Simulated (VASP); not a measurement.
Consider the following.

```xyz
2
Lattice="0.0000 3.0690 3.0690 3.0690 0.0000 3.0690 3.0690 3.0690 0.0000" Properties=species:S:1:pos:R:3 pbc="T T T"
Zn     0.0000     0.0000     0.0000
Te     1.5345     1.5345     1.5345
```

Calculation: rev-vdW-DF2, VASP's PBE PAW potentials (set 64) (plane waves; VASP 6.6.1). Settings: 520 eV cut-off, 8×8×8 Γ-centred mesh, tetrahedra with Blöchl corrections, potentials Zn Te.

Unless said otherwise, spin-orbit coupling is left out, though it shifts the bands of the heavy elements here.

### Question
Tabulate the total density of states (states/eV per cell) against energy (eV; zero at the valence-band maximum or, without a gap, the Fermi level).

### Answer

```
E (eV) | DOS (states/eV)
    -9.97 |  0.00
    -9.37 |  0.00
    -8.78 |  0.00
    -8.19 |  0.00
    -7.60 |  0.00
    -7.00 | ##### 0.40
    -6.41 | ##### 0.38
    -5.70 |  0.00
    -5.10 |  0.00
    -4.51 | ################### 1.43
    -3.92 | ####### 0.52
    -3.33 | #### 0.27
    -2.73 | ##################### 1.55
    -2.14 | ###################### 1.65
    -1.55 | ########################## 1.94
    -0.95 | ######################## 1.76
    -0.36 | ###### 0.43
     0.23 |  0.00
     0.94 |  0.00
     1.54 |  0.01
     2.13 | ##### 0.34
     2.72 | ############################## 2.24
     3.31 | #################### 1.52
     3.91 | ########## 0.76
     4.50 | ############## 1.07
```
Within 2 eV below the valence-band maximum the largest weight inside VASP's projection spheres is Te p, then Zn p.

The compound is ZnTe in the zinc blende structure. It was relaxed first.
